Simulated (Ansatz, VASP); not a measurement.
# Two plane-wave programs on TiO2

```
Ti O
1.0
     4.59984    0.00000    0.00000
     0.00000    4.59984    0.00000
     0.00000    0.00000    2.95921
Ti O
2 4
Direct
  0.00000 0.00000 0.50000
  0.50000 0.50000 0.00000
  0.30432 0.30432 0.50000
  0.19568 0.80432 0.00000
  0.80432 0.19568 0.00000
  0.69568 0.69568 0.50000
```

The cell is a database's computed one.

Alike in both runs: task band structure; functional PBEsol; k mesh 6 × 6 × 9; occupations fermi-dirac, width 0.05 eV; no spin polarisation.

```csv
,VASP,Ansatz
version,VASP 6.6.1,Ansatz 0.2.0
potentials or method,"VASP PAW PBE potentials, release 64 (Ti_sv, O)",Ansatz PAW
plane-wave cutoff (eV),520,420
valence electrons in the cell,48,48
```

Ansatz gave:

```
gap on the k mesh at the Fermi level (eV)       : 1.83
least direct gap on the mesh (eV)               : 1.83
gap along the band path (eV)                    : 1.83
pressure (GPa)                                  : -2.8
largest component of the traceless stress (GPa) : 1.34
rms of the force components (eV/Å)              : 0.033
```

Q: What did VASP give for the same quantities?

A: gap on the k mesh at the Fermi level (eV): 1.80; least direct gap on the mesh (eV): 1.80; gap along the band path (eV): 1.80; pressure (GPa): -2.1; largest component of the traceless stress (GPa): 1.15; rms of the force components (eV/Å): 0.022.

Atom by atom the forces differ by 0.011 eV/Å (rms over components).

Caveats: the PAW data sets were made with another functional, which shifts forces and pressure a little (VASP); the pressure holds a Pulay correction of +0.8 GPa for the finite cutoff (Ansatz); the PAW data sets come from PBE, with cores solved anew for the run's functional, which leaves a small shift of forces and pressure (Ansatz). PBEsol gaps usually lie below the measured ones, often by a third to a half.
